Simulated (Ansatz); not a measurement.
BaSnO$_{3}$ (cubic perovskite)

```
BaSnO3
1.0
    4.17608     0.00000     0.00000
    0.00000     4.17608     0.00000
    0.00000     0.00000     4.17608
Ba Sn O
1 1 3
Cartesian
  0.00000   0.00000   0.00000
  2.08804   2.08804   2.08804
  0.00000   2.08804   2.08804
  2.08804   2.08804   0.00000
  2.08804   0.00000   2.08804
```

The slice is a {110} plane (indices of the conventional cell) through the point (0.500, 0.000, 0.500) (fractional), spanned by u = [100] and v = [011] in vectors of this cell: u (4.18 Å) and v (5.91 Å, at 90° to u). It covers one period; positions are fractions (u, v).

These are PBE (plane waves to 420 eV, PAW, scalar-relativistic; Ansatz, an electronic-structure program) values and carry that method's errors. k mesh 8×8×8. These are valence fields of a PAW run, semicore shells included where kept as valence: close to a nucleus they are smooth pseudo fields. BaSnO3 was relaxed with its symmetry unable to fall.

Task: Sketch the electrostatic potential energy of an electron, from the cell's mean on this plane as a map.

Result: 
```
v \ u  0.00  0.10  0.20  0.30  0.40  0.50  0.60  0.70  0.80  0.90
-----  ----  ----  ----  ----  ----  ----  ----  ----  ----  ----
0.93      x     x   7.1   7.9   6.8   6.4   6.8   7.9   7.1     x
0.86      x   5.9   7.1   6.6   5.6   5.1   5.6   6.6   7.1   5.9
0.79    5.4   5.7   5.9   5.4   4.5   3.9   4.5   5.4   5.9   5.7
0.71    5.4   5.7   5.9   5.4   4.5   3.9   4.5   5.4   5.9   5.7
0.64      x   5.9   7.1   6.6   5.6   5.1   5.6   6.6   7.1   5.9
0.57      x     x   7.1   7.9   6.8   6.4   6.8   7.9   7.1     x
0.50      x     x     x   8.2   7.4   6.7   7.4   8.2     x     x
0.43      x     x   7.1   7.9   6.8   6.4   6.8   7.9   7.1     x
0.36      x   5.9   7.1   6.6   5.6   5.1   5.6   6.6   7.1   5.9
0.29    5.4   5.7   5.9   5.4   4.5   3.9   4.5   5.4   5.9   5.7
0.21    5.4   5.7   5.9   5.4   4.5   3.9   4.5   5.4   5.9   5.7
0.14      x   5.9   7.1   6.6   5.6   5.1   5.6   6.6   7.1   5.9
0.07      x     x   7.1   7.9   6.8   6.4   6.8   7.9   7.1     x
0.00      x     x     x   8.2   7.4   6.7   7.4   8.2     x     x
```

Values: electrostatic potential energy of an electron, from the cell's mean, in eV. Points within 0.9 Å of a nucleus are blanked (x), as the pseudised field means little there. The zero, the cell's mean, hangs on the PAW cores.
